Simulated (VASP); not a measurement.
# CdTe: optical spectrum of independent particles, by functional

CdTe, F-43m (no. 216), 2 atoms in the cell.

| Functional | ε at zero frequency, electronic | Mean energy of the absorption, weighted by Im ε (eV) | Direct gap on the mesh (eV) | Time (s) |
|---|---|---|---|---|
| HSE06 | 6.78 | 5.99 | 1.66 | 1993 |
| HSE03 | 7.22 | 5.75 | 1.48 | 2144 |

Limits: The 8×8×8 mesh is coarse for a spectrum: peaks stand apart that a denser mesh merges, and ε at zero frequency can be far too high; spin-orbit coupling is left out, which can matter with atoms this heavy; the pull between electron and hole is left out.

## Input of the first row

INCAR.step1:
```
SYSTEM = CdTe
  EDIFF = 1E-5
  ENCUT = 320
  ISMEAR = 0
  KPAR = 4
  LASPH = .True.
  LCHARG = .False.
  LWAVE = .True.
  NBANDS = 25
  PREC = Accurate
  SIGMA = 0.02
```

INCAR.step2, as INCAR.step1 but for:
```
- EDIFF = 1E-5
+ ALGO = Normal
+ CSHIFT = 0.1
+ EDIFF = 1E-7
+ GGA = PE
+ HFSCREEN = 0.2
+ ISTART = 1
+ LHFCALC = .True.
+ LOPTICS = .True.
+ NEDOS = 2000
+ PRECFOCK = Fast
```

KPOINTS:
```
k-points
0
Gamma
  8 8 8
```

POSCAR:
```
CdTe
1.0
    0.0000000000      3.2050000000      3.2050000000
    3.2050000000      0.0000000000      3.2050000000
    3.2050000000      3.2050000000      0.0000000000
Te Cd
1 1
Direct
    0.7500000000      0.7500000000      0.7500000000
    0.0000000000      0.0000000000      0.0000000000
```

Commands (each step's output is kept before the next begins):
```
cat potpaw_PBE.64/Te/POTCAR potpaw_PBE.64/Cd/POTCAR > POTCAR
cp INCAR.step1 INCAR
mpirun -np 4 vasp_std > vasp.out
cp INCAR.step2 INCAR
mpirun -np 4 vasp_std > vasp.out
```

Changes of the last row against the first:
```
(step 2)
- HFSCREEN = 0.2
+ HFSCREEN = 0.3
```

VASP 6.6.1 took 1993 s on 4 cores (Intel Xeon Platinum 8488C (Sapphire Rapids)), a shared host.
